# Choosing a level of theory for grey tin

## Question

Grey tin has the diamond structure, in which each atom is held by four covalent bonds. Calculations on it are planned for three purposes: to predict its lattice constant, to study the crystal at a prescribed cell size, and to obtain its stiffness. The table compares twelve computed lattice constants with a measured one.

The functional is the approximation used for the exchange and correlation energy of the electrons. LDA takes this energy, point by point, from a uniform electron gas of the same density; PZ, VWN and Teter are three formulas for that same gas. PBE, PBEsol, PBEint and AM05 also take into account how fast the density varies in space. D2 and D4 add an attraction between pairs of atoms, the dispersion energy.

Kohn-Sham DFT for grey tin (Fd-3m, 2-atom cell) without spin polarisation or spin-orbit coupling, with Fermi-Dirac smearing of 0.05 eV. The cubic lattice constants come from fits to energies at five (FLEUR) or seven (other programs) volumes; the measured value is 6.489 Å (bulk crystal, temperature not stated, arXiv:1909.12270).

```
                               program  functional             how the value is got                                  potentials or basis  wave cutoff (eV)  k-mesh  computed lattice constant (Å)  computed over measured, less one (%)
FLEUR MaX-R8.1 (patched build s14) (1)          PZ  from the rest volume of the fit                                         all electron               n/a   7x7x7                          6.472                                 -0.27
                     ABINIT 10.8.3 (1)     LDA-VWN  from the rest volume of the fit                                     JTH PAW LDA v2.0             408.2   7x7x7                          6.477                                 -0.19
                     ABINIT 10.8.3 (2)     LDA-VWN  from the rest volume of the fit                                  JTH PAW LDA v2.0 sp             408.2   7x7x7                          6.479                                 -0.15
                     ABINIT 10.8.3 (3)      LDA-PZ  from the rest volume of the fit                                     JTH PAW LDA v2.0             408.2   7x7x7                          6.479                                 -0.15
                     ABINIT 10.8.3 (4)   LDA-Teter  from the rest volume of the fit                                  JTH PAW LDA v2.0 sp             408.2   7x7x7                          6.483                                 -0.09
              Quantum ESPRESSO 7.5 (1)   PBEsol+D4  from the rest volume of the fit                  PseudoDojo 0.4.1 SR PBEsol standard             979.6   7x7x7                          6.503                                  0.22
                     ABINIT 10.8.3 (5)         LDA  from the rest volume of the fit                                     JTH PAW LDA v2.0             272.1   7x7x7                          6.508                                  0.29
                     ABINIT 10.8.3 (6)      PBE+D2  from the rest volume of the fit                                     JTH PAW PBE v2.0             408.2   7x7x7                          6.511                                  0.35
FLEUR MaX-R8.1 (patched build s14) (2)      Wigner  from the rest volume of the fit                                         all electron               n/a   7x7x7                          6.548                                  0.90
                           GPAW 26.7.0      PBEint  from the rest volume of the fit  PAW data sets made by gpaw setup for the functional             600.0   6x6x6                          6.564                                  1.16
              Quantum ESPRESSO 7.5 (2)      PBE+D4  from the rest volume of the fit                     PseudoDojo 0.4.1 SR PBE standard             979.6   7x7x7                          6.569                                  1.23
                     ABINIT 10.8.3 (7)        AM05  from the rest volume of the fit                                  JTH PAW PBE v2.0 sp             408.2   7x7x7                          6.570                                  1.25
```

**(a)** How far does the LDA result move when only the technical means change? Decide whether the row ABINIT 10.8.3 (5) belongs to this comparison, given that its energies yield a bulk modulus of 143 GPa, against about 44 GPa in the other LDA runs with ABINIT.

**(b)** Explain the difference between the two Quantum ESPRESSO rows. What is the good result of PBE+D2 worth?

**(c)** The two FLEUR rows differ only in the formula for the correlation energy per electron. In hartree, with $r_s$ the radius in bohr of the sphere that holds one electron on average, the usual forms are

$$\varepsilon_{\rm PZ}=-\frac{0.1423}{1+1.0529\sqrt{r_s}+0.3334\,r_s},\qquad \varepsilon_{\rm Wigner}=-\frac{0.44}{r_s+7.8}.$$

Estimate the change of lattice constant from PZ to Wigner. The bulk modulus of the PZ run is 45.8 GPa.

**(d)** The measured cell lies between volumes of 33.80 and 34.48 Å³ per atom. From the smaller to the larger, the energy per atom falls by 7.0 meV with PBE+D4 and by 1.3 meV with PBEsol+D4, and rises by 0.8 meV with LDA-VWN in ABINIT 10.8.3 (2). The bulk moduli are 40.4 GPa with PBE+D4 and 43.8 GPa with PBEsol+D4. Recommend a level for each purpose, and say where computing time is best spent.

## Model answer

**(a) The technical scatter.** Leaving ABINIT (5) aside for the moment, five LDA rows remain. They come from two programs, with and without potentials that replace the inner electrons, yet they span only 0.011 Å. Since their three formulas describe the same electron gas, this span is a measure of programs, potentials and small differences between the formulas. All five share one k-mesh and one smearing, so an error from those would not show in it. A step between functionals deserves a physical explanation only if it is clearly larger. ABINIT warns that the atomic spheres of the PAW method overlap in the rows marked "sp". With LDA-VWN, the row with this warning lies only 0.002 Å from the row without it, so no harm to the lattice constant is visible.

All five fall short of the measured value, by 0.09 to 0.27 %. Part of that shortfall is expected even of a perfect functional. The calculation holds the nuclei still, whereas thermal and zero-point motion usually lengthen a real lattice, here probably by one or two tenths of a per cent; the temperature of the measurement is not stated. The same correction moves every row that is too long further from its target. The LDA rows therefore agree with experiment about as well as this comparison can tell, and their order has no meaning.

ABINIT (5) does not belong to the comparison. Its wave cutoff of 272 eV is too low for these potentials, and a stiffness more than three times that of its neighbours shows it. As the cell grows, more plane waves fit under a fixed cutoff, and they enter in batches. If the energy still depends strongly on their number, each batch leaves a jump in the curve, and the fitted minimum follows the jumps instead of the bonds.

**(b) Gradients and dispersion.** The Quantum ESPRESSO rows share program, cutoff, mesh and kind of potential. From PBEsol+D4 to PBE+D4 the lattice constant grows by 0.066 Å, six times the scatter found in (a). The D4 term is adjusted to each functional, so this is the step between two complete recipes, but the main cause can be argued from the functionals themselves.

When a bond is stretched, the density between the atoms thins out and varies more strongly relative to its own size. A gradient-corrected functional lowers the exchange energy where this relative variation is large. Stretching then costs less energy, and the crystal settles at a longer bond. PBE rewards the variation more than PBEsol does, while LDA doesn't reward it at all. The gradient term in the correlation energy works the other way and cancels part of the effect. The same argument gives the well-known order for silicon and germanium: LDA shortest, PBE longest, PBEsol between them.

Dispersion acts the other way, because an attraction between atoms draws the lattice together. Plain PBE is known to make this lattice too long, so the small error of PBE+D2, 0.35 %, most likely comes from two errors that oppose each other. PBE+D4, with the same functional, is 0.058 Å longer. Program and potentials change as well between these two rows, but in (a) such changes mattered far less, which points to the dispersion term. Even in a covalent crystal the choice of that term can thus weigh as much as the choice of functional. PBEsol+D4 is drawn in by its dispersion term too, and without a plain PBEsol row the table can't say how much of its small error is owed to that.

**(c) Correlation as an inward pull.** Correlation lowers the energy of an electron gas, and lowers it further as the gas becomes denser. It therefore pulls the crystal inward. The strength of the pull depends on how fast $\varepsilon$ changes with density, and its absolute value plays no part. For $N$ electrons in a volume $V$, with $V$ proportional to $r_s^3$, the inward pressure is

$$P=\frac{N r_s}{3V}\,\frac{d\varepsilon}{dr_s}.$$

Take the four valence electrons of each atom as spread evenly. The PZ lattice constant gives $V=6.472^3/8=33.9$ Å³ per atom, or 8.5 Å³ per electron. A sphere of that volume has a radius of 1.26 Å, so $r_s\approx2.39$ bohr. There the slope $d\varepsilon/dr_s$ is 0.0082 hartree per bohr for PZ and 0.0042 for Wigner: on compression, PZ correlation deepens about twice as fast.

The difference of the slopes, 0.0039 before they are rounded, gives the extra pull of PZ:

$$\Delta P=\frac{4\times2.39\times0.0039}{3\times33.9}\ \frac{\text{hartree}}{\text{Å}^3}\approx1.6\ \text{GPa}.$$

Without this pull the volume grows by the fraction $\Delta P/B$, where $B$ is the bulk modulus, and the lattice constant $a$ by a third of that fraction:

$$\Delta a=\frac{a\,\Delta P}{3B}=\frac{6.472\times1.6}{3\times45.8}\ \text{Å}\approx0.08\ \text{Å}.$$

The table gives $6.548-6.472=0.076$ Å. The Wigner result did not enter the estimate, so sign and size are a fair test of the idea. The energies of the two runs test the pressure directly: their difference changes by 0.039 eV per atom between 31.77 and 35.83 Å³, a pull of about 1.5 GPa. The closeness of the two lengths is more than the data and the model deserve. Both FLEUR values rest on fits to five points only, and the Wigner fit is doubtful, so the third decimal of 0.076 Å isn't firm. Real valence density is heaped up in the bonds and thin in the open spaces of the diamond structure, and the inner electrons were ignored.

**(d) Recommendations.** First, the pressures. The rate at which the energy falls with growing volume is the pressure the crystal exerts when it is held at the measured size. With PBE+D4 it is 7.0 meV/0.68 Å³, or about 1.7 GPa. PBEsol+D4 leaves 0.3 GPa, and LDA-VWN about 0.2 GPa in the opposite sense, as a slight tension.

*To predict the lattice constant.* If one per cent is enough, LDA, PBEsol+D4 and PBE+D2 all serve and even the Wigner formula just passes, whereas PBE+D4, PBEint and AM05 miss by slightly more than that. If a few tenths of a per cent are needed, LDA and PBEsol+D4 remain the sensible choices. To go below 0.1 %, a change of functional is the wrong tool: the motion of the nuclei has to be included, the technical scatter reduced, and the effect of spin-orbit coupling, which all these runs leave out, tested first.

*To study the crystal at a prescribed size.* Here the error of the lattice constant turns into an unwanted load. A PBE+D4 calculation in the measured cell describes tin squeezed by 1.7 GPa, although the input looks like the unstrained crystal. Either use LDA or PBEsol+D4, or keep PBE+D4 and count every strain from its own computed rest size. The second way removes the false load, though the bonds stay somewhat too long.

*To obtain the stiffness.* PBE+D4 gives a bulk modulus about 8 % below that of PBEsol+D4. In this pair the longer lattice is the softer one, because a stretched bond resists further change less: at equal volume the PBE+D4 energy curve is the more strongly bent of the two, so its lower modulus comes wholly from its larger rest size. That is no general rule: PBE+D2 has a shorter lattice than PBE+D4, yet its run is no stiffer. If differences of 10 % don't matter, neither does the choice between the two D4 recipes. If a few per cent matter, the technique comes first, since the five sound LDA runs already range from 43.8 to 45.8 GPa, and the recipe has to be tested against a measured stiffness, which is not given here; a good lattice constant alone doesn't vouch for it.

*Computing time.* Accuracy in this table isn't bought with a more expensive functional. LDA and the gradient-corrected functionals take similar effort at equal settings, and a pairwise dispersion term adds little. The money goes into the cutoff. The number of plane waves grows as its power 3/2, so going from 272 to 408 eV costs a factor of 1.8 in plane waves. That is a small price for turning a jagged energy curve into a usable one. It is not yet enough for the stress the program prints: in ABINIT (1) that pressure is nearly zero at 33.80 Å³ per atom, while the energy has its minimum at 33.96 Å³. At this cutoff pressures should be taken from the slope of the energy, as above.

## Remarks on the reasoning

A tempting mistake is to sort the rows by their error and recommend the top of the list. By that rule the faulty run ABINIT (5), at 0.29 %, would beat PBE+D2 and nearly match the all-electron PZ calculation. A lattice constant is a single number, and a wrong curve can have its minimum in the right place. A look at the bulk modulus from the same energies exposes such a case at once.

A good answer compares rows that differ in one respect. The FLEUR pair isolates correlation, and the Quantum ESPRESSO pair isolates the recipe. AM05 is a weaker witness, because it was run with potentials made for PBE, so the table can't tell how much of its error belongs to the functional.

It is also a mistake to conclude that LDA is the better theory because it lies closest here. LDA is known to overestimate how strongly atoms bind, and a good bond length doesn't repair a binding energy. The recommendation in (d) holds for the size of this crystal and for the loads that follow from it. For the energy of forming or breaking the solid, the choice has to be tested afresh.
